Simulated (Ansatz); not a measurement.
**GaAs: stress in a strained cell**

GaAs is deformed so: z strained by +3 % at fixed volume. What stress and forces result, by LAPW, PAW and all-electron datasets made for the crystal?

Computed with Ansatz 0.2.0 (DFT PBE, scalar-relativistic, unless a step's input says otherwise).

## Step 1: The starting structure

It takes space group F-43m (No. 216, cubic). Conventional cell: a = 5.654 Å, b = 5.654 Å, c = 5.654 Å, α = 90.00°, β = 90.00°, γ = 90.00°. Around Ga (site symmetry -43m) lie 4 As at 2.45 Å. As (site symmetry -43m) is surrounded by 4 Ga at 2.45 Å.

Structure file:

```
CELL_PARAMETERS angstrom
0.00000 2.82685 2.82685
2.82685 0.00000 2.82685
2.82685 2.82685 0.00000
ATOMIC_POSITIONS crystal
Ga 0.00000 0.00000 0.00000
As 0.75000 0.75000 0.75000
```

Atoms are numbered in the order of the input: Ga1, As2.

## Step 2: After the deformation

Space group F-43m before, I-4m2 after.

## Step 3: All-electron LAPW

File input.yaml:

```yaml
crystal:
  lattice:
    - [0.0, 2.7853780701, 2.9116555]
    - [2.7853780701, 0.0, 2.9116555]
    - [2.7853780701, 2.7853780701, 0.0]
  atoms:
    - { symbol: Ga, position: [0.0, 0.0, 0.0] }
    - { symbol: As, position: [0.75, 0.75, 0.75] }
kpoints:
  mp_grid: { grid: [11, 11, 11] }
scf:
  occupations: { method: fermi_dirac, width: 0.05 }
hamiltonian:
  xc: pbe
  pseudopotentials: { kind: all_electron, lapw: { basis_error: 0.0005 } }
output:
  forces: true
  stress: true
  eigenvalues: true
```

Run with:

```console
> ansatz run input.yaml --threads 1 --pin off --max-ram 2048MiB --backend cpu --events-out ev --progress --plain --runs-dir out
```

## Step 4: PAW on the default files

Edit input.yaml of step 3 so:

```diff
@@ -14,3 +14,3 @@
   xc: pbe
-  pseudopotentials: { kind: all_electron, lapw: { basis_error: 0.0005 } }
+  pseudopotentials: { kind: paw }
 output:
@@ -19 +19,6 @@
   eigenvalues: true
+  efg: { contact_densities: true }
+  write_density: true
+  write_potential: true
+  elf: true
+  volumetric_format: npy
```

## Step 5: Datasets made for this crystal

Edit input.yaml of step 4 so:

```diff
@@ -14,3 +14,3 @@
   xc: pbe
-  pseudopotentials: { kind: paw }
+  pseudopotentials: { kind: all_electron, datasets: crystal }
 output:
@@ -20,5 +20 @@
   efg: { contact_densities: true }
-  write_density: true
-  write_potential: true
-  elf: true
-  volumetric_format: npy
```

(Steps that only read results are left out.)

**Question.** What will these runs give? Wanted: pressure; largest shear or deviatoric stress.

**Answer**, as computed:

| quantity | value |
| --- | --- |
| pressure | LAPW 3.26, PAW 3.26, crystal datasets 3.27 GPa |
| largest shear or deviatoric stress (LAPW) | 1.89 GPa |

The largest part of the stress beyond the pressure is 1.89 GPa in size, in the zz component; the atoms are carried along and not relaxed. No run of the undeformed cell stands beside it, so the pressure holds what the given cell had before the change. PAW: stress within 0.01 GPa of LAPW. Crystal datasets: stress within 0.01 GPa of LAPW.
